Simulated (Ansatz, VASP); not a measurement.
# As (dimer As chain) in two plane-wave programs, part 2 of 2

One calculation is typed for both programs; each brings its own data sets. How far apart do they land? The structure shown is the start of the Ansatz relaxation below; VASP solves that cell, so the two are compared at the walk's first step. Other levels of theory on this material are compared in a session of their own.

VASP 6.6.1 and Ansatz 0.2.0.

So far. Step 4 (Side by side): The forces differ by 119 meV/Å r.m.s., which is 5.0 % of the r.m.s. force of 2.368 eV/Å (both taken over all components). Moments aren't recorded for both runs of this pair, so they may hold unlike magnetic states.

## 5. Ansatz: relaxation, r2SCAN

Level of this step: Ansatz beside VASP: Kohn-Sham DFT, plane waves, r2SCAN (Ansatz).

The two programs are compared at the cell with which this relaxation starts, whose forces are those of its first step.

The structure compared here is the start of the Ansatz relaxation; VASP solves that cell, so the two are compared at the walk's first step.

Contents of input.yaml:

```yaml
crystal:
  lattice:
    - [7.5, 0.0, 0.0]
    - [0.0, 7.5, 0.0]
    - [0.0, 0.0, 4.522]
  atoms:
    - { symbol: As, position: [0.5, 0.5, 0.0], spin: 0.3 }
    - { symbol: As, position: [0.5, 0.5, 0.45], spin: 0.3 }
magnetization:
  spin_polarized: true
kpoints:
  mp_grid: { grid: [1, 1, 18] }
scf:
  occupations: { method: fermi_dirac, width: 0.05 }
hamiltonian:
  xc: r2scan
relax:
  cell: { fix: [a, b, alpha, beta, gamma] }
  max_steps: 60
```

Command:

```bash
$ ansatz run input.yaml --threads 4 --pin off --max-ram 8192MiB --backend cpu --events-out ev --progress --plain --runs-dir out
```

Numbers of over 12 decimals in the logs are rounded to 6 here.

Log:

```text
[...]
Crystal: 2 atoms, lattice volume = 254.363 Å³
Basis set: ecut = 500 eV, 6457 PW (Γ), exchange–correlation on 240×240×144 points (64 copies of the dense FFT grid, shifted against one another)
Bands: 20, of which v1, the nominal top of the filled ones, is band 15 counted from 1 (14 counted from 0)
Symmetry: 16 space group operations
[...]
-0.000000       0.108069      -0.000000
       -0.000000      -0.000000      -0.007579
  P = ⅓ Tr σ = 0.0695 GPa (0.695 kbar)
--- Relaxed structure (8 steps of the walk, 7 accepted, 2 SCFs on fresh bases) ---
[...]
cell:  # Å, volume = 259.3479 Å³
    - [7.5, 0, 0]
    - [0, 7.5, 0]
    - [0, 0, 4.610629]
  atoms:
    - { symbol: As, position: [0.5, 0.5, -0.025002] }
    - { symbol: As, position: [0.5, 0.5, 0.475002] }
[key lines of the parts left out:]
SCF converged after 5 iterations
Magnetization: 0.0000 μB (15.0000 up, 15.0000 down)
Free energy (F): -9726.649835 eV
Fermi energy:    -2.834465 eV
```

## 6. VASP: single point, r2SCAN, start cell

The same cell, functional, mesh and smearing now go to VASP, with its own data sets.

Contents of INCAR:

```
SYSTEM = As
PREC = Accurate
ENCUT = 440
EDIFF = 1E-06
NELM = 200
ISMEAR = -1
SIGMA = 0.05
LREAL = .FALSE.
ALGO = Normal
METAGGA = R2SCAN
LASPH = .TRUE.
NBANDS = 12
ISPIN = 2
MAGMOM = -0 -0
LORBIT = 11
LWAVE = .FALSE.
LCHARG = .FALSE.
ISIF = 2
GGA_COMPAT = .FALSE.
LMIXTAU = .TRUE.
KPAR = 2
```

Contents of POSCAR:

```
As
1.0
    7.5000000000      0.0000000000      0.0000000000
    0.0000000000      7.5000000000      0.0000000000
    0.0000000000      0.0000000000      4.5220000000
As
2
Direct
    0.5000000000      0.5000000000      1.0000000000
    0.5000000000      0.5000000000      0.4500000000
```

Contents of KPOINTS:

```
Automatic mesh
0
Gamma
1 1 18
0 0 0
```

The projector-augmented-wave data sets are As (PBE family, release 64).

Command:

```bash
$ mpirun -np 2 vasp_std
```

Log:

```text
[banner, memory and clock lines left out]
running    2 mpi-ranks, on    1 nodes
[...]
[... a notice as in an earlier step ...]

 LDA part: xc-table for (None), standard interpolation
 POSCAR, INCAR and KPOINTS ok, starting setup
[...]
entering main loop
       N       E                     dE             d eps       ncg     rms          rms(c)
DAV:   1     0.312752622320E+02    0.31275E+02   -0.27199E+03   480   0.471E+02
DAV:   2    -0.228098705907E+02   -0.54085E+02   -0.52195E+02   732   0.904E+01
DAV:   3    -0.282748693414E+02   -0.54650E+01   -0.54018E+01   628   0.344E+01
DAV:   4    -0.283803809924E+02   -0.10551E+00   -0.10498E+00   552   0.568E+00
[...]
DAV:  28    -0.265122875156E+02   -0.38652E-05   -0.11476E-06   536   0.794E-03    0.455E-04
DAV:  29    -0.265122897369E+02   -0.22213E-05   -0.23164E-07   496   0.451E-03    0.297E-04
DAV:  30    -0.265122898266E+02   -0.89624E-07   -0.38102E-08   508   0.195E-03
   1 F= -.26512290E+02 E0= -.26504165E+02  d E =-.162503E-01  mag=     0.0000
```

Parts of OUTCAR (step 6):

```text
  Total        0.1467811      0.1467811     10.5955733      0.0000000      0.0000000      0.0000000
  in kB        0.9245438      0.9245438     66.7393478      0.0000000      0.0000000      0.0000000
  external PRESSURE =      22.8628118 kB  Pullay stress =       0.0000000 kB

 POSITION                                       TOTAL-FORCE (eV/Angst)
 -----------------------------------------------------------------------------------
      3.75000      3.75000      0.00000         0.000000      0.000000     -3.714338
      3.75000      3.75000      2.03490         0.000000     -0.000000      3.714338
 -----------------------------------------------------------------------------------
    total drift:                                0.000000      0.000000     -0.000008

  FREE ENERGIE OF THE ION-ELECTRON SYSTEM (eV)
  ---------------------------------------------------
  free  energy   TOTEN  =       -26.5122898266 eV

  energy  without entropy=      -26.4960394998  energy(sigma->0) =      -26.50416466

 magnetization (x)
# of ion       s       p       d       tot
------------------------------------------
    1        0.000   0.000   0.000   0.000
    2        0.000   0.000   0.000   0.000
--------------------------------------------------
tot          0.000   0.000   0.000   0.000

[... 1 part as in an earlier step ...]

[... 2 further parts left out ...]
[key lines of the parts left out:]
E-fermi :  -3.2501
```

## 7. Comparison

What differs besides the data sets and the points named for the pairs above, as far as they apply: VASP keeps PBE cores, Ansatz makes them for the functional; the data sets hold 30 valence electrons in Ansatz (on its default PAW (the set named soft_2) files) and 10 in VASP; the cutoff is 500 eV in Ansatz and 440 eV in VASP. Total energies have different zeros and are not compared.

Forces (eV/Å; atoms numbered as in POSCAR):

```tsv
atom	Ansatz x, y, z	VASP x, y, z
As1	0.000, 0.000, -3.701	0.000, 0.000, -3.714
As2	0.000, 0.000, 3.701	0.000, 0.000, 3.714
```

The forces differ by 7.8 meV/Å r.m.s., which is 0.4 % of the r.m.s. force of 2.144 eV/Å (both taken over all components). Moments aren't recorded for both runs of this pair, so they may hold unlike magnetic states.

## 8. Results

* r.m.s. force difference (single point, PBEsol, start cell): 5.0 % of the r.m.s. force
* r.m.s. force difference (single point, r2SCAN, start cell): 0.36 % of the r.m.s. force

In words: The r.m.s. force difference is 5.0 % of the r.m.s. force (single point, PBEsol, start cell), beyond the 3 % picked in this series as the mark of a large difference. The data sets hold unlike numbers of valence electrons (30 in Ansatz and 10 in VASP), so part of the differences comes from the potentials. What causes the difference of the single point, PBEsol, start cell pair stays open here. 9 further runs of this series are not shown here. Such differences can come from data sets, numerical settings and the points named under the comparisons, not from the functional's error against experiment.

[Lines on the potential files, build, host, timing and source positions are cut from VASP's logs without a mark.]

[Logs are printed without paths, hosts, clocks, repeated set-up lines and the standing remarks that a program may print on its own settings, such as how far it seeks lower states.]

[Hosts, paths, dates, database ids (printed as entryN), source tags and the programs' standing remarks are cut or masked in the printed files.]
